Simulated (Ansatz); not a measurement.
Chalcopyrite CuInS2, treated with LDA (plane waves, PAW; Ansatz, a first-principles code).

Numerical settings: plane-wave cutoff 520 eV, 10×10×10 k mesh, Fermi–Dirac smearing 0.01 eV, no spin polarisation, scalar-relativistic PAW data made under PBE.

Properties against volume (c/a stays at 2.014):

Shape and atoms are relaxed at each volume.

| V (Å³/atom) | P (GPa) | direct gap at Γ (eV) |
|---|---|---|
| 19.307 | 3.78 | 0.136 |
| 19.709 | 1.78 | 0.079 |
| 20.112 | 0.00 | 0.025 |
| 20.514 | -1.58 | 0.002 |
| 20.916 | -2.99 | 0.007 |

Measured, for comparison: band gap 1.55 eV (temperature not stated, not corrected to a static lattice, direct or pseudo-direct at Γ; as tabulated in Ghosh et al. (2024), arXiv:2401.16805).

Spin–orbit coupling is not included; it can close a gap this small.
